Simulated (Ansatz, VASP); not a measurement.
**Ta in VASP and in Ansatz**

```
Ta
1.0
    -1.65128    1.65128    1.71733
     1.65128   -1.65128    1.71733
     1.65128    1.65128   -1.71733
Ta
1
Direct
  0.00000 0.00000 0.00000
```

Alike in both runs: functional PBE; k mesh 9 × 9 × 9; occupations fermi-dirac, width 0.05 eV; no spin polarisation.

|  | VASP | Ansatz |
| --- | --- | --- |
| version | VASP 6.6.1 | Ansatz 0.2.0 |
| potentials or method | VASP PAW PBE potentials, release 64 (Ta_pv) | Ansatz PAW |
| plane-wave cutoff (eV) | 520 | 420 |
| valence electrons in the cell | 11 | 13 |
| task | single point | band structure |

|  | VASP | Ansatz | Ansatz less VASP |
| --- | --- | --- | --- |
| gap on the k mesh at the Fermi level (eV) | none | none | - |
| pressure (GPa) | -3.8 | -3.8 | -0.06 |
| largest component of the traceless stress (GPa) | 1.56 | 1.56 | +0.004 |

A gap of «none» marks a metal or a gap that the smearing closes. The functional is the same, so the differences come from potentials, cutoffs and numerics. The two sets of potentials don't hold the same shells in valence.

Caveats: spin-orbit coupling is left out, which moves the levels of the heavy elements (Ansatz). Spin-orbit coupling is left out, which matters for the levels of Ta.
